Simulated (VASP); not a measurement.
## InPd: relaxation of cell and atoms with RPBE+D3(BJ)

Crystal: InPd.

```
CELL_PARAMETERS angstrom
3.27188 0.00000 0.00000
0.00000 3.27188 0.00000
0.00000 0.00000 3.27188
ATOMIC_POSITIONS crystal
In 0.00000 0.00000 0.00000
Pd 0.50000 0.50000 0.50000
```

The cell comes from a database or a generator and needn't be the stable form of this composition.

```json
{"Program": "VASP 6.6.1", "Task": "relaxation of cell and atoms", "Functional": "RPBE", "Dispersion": "D3(BJ)", "Potentials or basis": "VASP PAW PBE potentials, release 64 (In_d, Pd)", "Cutoff": "600 eV", "k mesh": "8 × 8 × 8", "Occupations": "fermi-dirac, width 0.05 eV", "Spin": "no spin polarisation", "Further INCAR settings": "ALGO = Normal; EDIFF = 1e-06; IBRION = 2; EDIFFG = -0.02; NSW = 60; ISIF = 3"}
```

```
Relaxed volume                         : 14.85 Å³/atom
Relaxed cell                           : a = 3.097 Å, b = 3.097 Å, c = 3.097 Å, α = 90.00°, β = 90.00°, γ = 90.00°
Space group after relaxing (to 0.05 Å) : Pm-3m (No. 221)
Energy gained by relaxing              : 258.2 meV/atom
Ionic steps                            : 5
Pressure after relaxing                : 0.0 GPa
Band gap on the k mesh                 : none (metal or under the smearing width)
Dispersion energy per atom             : -3.758 eV
```

Step by step:
```tsv
step	energy change (eV)	largest force (eV/Å)	pressure (GPa)	volume (Å³)
1	0.0000	0.0000	-26.35	35.03
2	1.8280	0.0000	134.72	22.36
3	-0.5122	0.0000	-3.18	30.11
4	-0.5158	0.0000	-1.15	29.85
5	-0.5164	0.0000	-0.02	29.71
```

Final structure:
```yaml
crystal:
  lattice:
    - [3.09706, 0.00000, 0.00000]
    - [0.00000, 3.09706, 0.00000]
    - [0.00000, 0.00000, 3.09706]
  atoms:
    - { symbol: In, position: [0.00000, 0.00000, 0.00000] }
    - { symbol: Pd, position: [0.50000, 0.50000, 0.50000] }
```

Levels at points of the mesh, in eV from the Fermi level:
```tsv
k point	band 9	band 10	band 11	band 12	band 13	band 14	band 15
(0.00, 0.00, 0.00)	-2.63	-2.63	-2.63	4.60	4.60	4.60	11.83
(0.50, 0.00, 0.00)	-3.96	-3.96	-2.79	-1.18	10.50	11.22	11.22
(0.50, 0.50, 0.00)	-3.13	-2.92	-2.92	-1.93	2.45	3.19	10.85
(0.50, 0.50, 0.50)	-1.88	-1.88	0.81	4.11	4.11	4.11	5.18
```

It took 100 s on 1 thread of AMD EPYC 7R13 Processor (Zen 3), with other jobs on the host, peak memory 0.16 GiB.

Caveat: the volume moved by over 15 % at a fixed basis, so the end points are rough; the PAW data sets were made with another functional, which shifts forces and pressure a little; pairwise dispersion overbinds metals, which lowers pressure and volume.
